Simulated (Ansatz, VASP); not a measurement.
**RbBr: VASP beside Ansatz**

```
Rb Br
1.0
     4.29112    0.00000    0.00000
     0.00000    4.29112    0.00000
     0.00000    0.00000    4.12608
Rb Br
1 1
Cartesian
  0.0000 0.0000 0.0000
  2.1456 2.1456 2.0630
```

Change from the starting cell: strain +0.040 along x and y, +0.000 along z, atoms carried along.

Alike in both runs: task single point; functional PBE; k mesh 6 × 6 × 6; occupations gaussian, width 0.05 eV; no spin polarisation.

|  | VASP | Ansatz |
| --- | --- | --- |
| version | VASP 6.6.1 | Ansatz 0.2.0 |
| potentials or method | VASP PAW PBE potentials, release 64 (Rb_sv, Br) | scalar-relativistic, plane waves, PAW |
| plane-wave cutoff (eV) | 520 | 420 |
| valence electrons in the cell | 16 | 16 |

|  | VASP | Ansatz | Ansatz less VASP |
| --- | --- | --- | --- |
| gap on the k mesh at the Fermi level (eV) | 3.71 | 3.71 | +0.001 |
| least direct gap on the mesh (eV) | 3.84 | 3.84 | 0.000 |
| pressure (GPa) | -0.3 | -0.4 | -0.02 |
| largest component of the traceless stress (GPa) | 0.72 | 0.72 | 0.000 |

A k mesh can miss the band edges.
